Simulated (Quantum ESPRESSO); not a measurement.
Ti under changes of volume

One of the cells (17.636 Å³/atom); the others are scaled copies at fixed shape and fractional positions:

```xyz
2
Lattice="2.9500 0.0000 0.0000 -1.4750 2.5548 0.0000 0.0000 0.0000 4.6800" Properties=species:S:1:pos:R:3 pbc="T T T"
Ti    1.4750    0.8516    3.5100
Ti    0.0000    1.7032    1.1700
```

```yaml
Program: Quantum ESPRESSO 7.5
Functional: PBEsol
Potentials_or_basis: PseudoDojo 0.4.1 SR PBEsol standard
Cutoff: 1143 eV
Density_cutoff: 4572 eV
k_mesh: 10 × 10 × 6
Occupations: fermi-dirac, width 0.05 eV
Spin: no spin polarisation
```

| volume (Å³/atom) | energy over the lowest point (meV/atom) | pressure (GPa) |
| --- | --- | --- |
| 16.577 | 0.00 | 1.2 |
| 16.930 | ? | ? |
| 17.283 | 5.48 | -3.5 |
| 17.636 | 15.56 | -5.6 |
| 17.988 | 29.98 | -7.5 |
| 18.341 | 48.35 | -9.2 |
| 18.694 | 70.33 | -10.7 |

What does the run at 16.930 Å³/atom give?

Energy over the lowest point 0.15 meV/atom; pressure -1.3 GPa.

Worked out: A Birch-Murnaghan fit of order 3 (a polynomial in V^(-2/3)) to the other rows has its minimum at 16.74 Å³/atom with B0 = V·E''(V) = 118 GPa and B' = 3.4 at fixed shape and positions, which overstates the stiffness. It gives 0.12 meV/atom at 16.930 Å³/atom, against the run's 0.15, and -dE/dV = -1.3 GPa, against -1.3.

Energies are extrapolated to zero smearing.
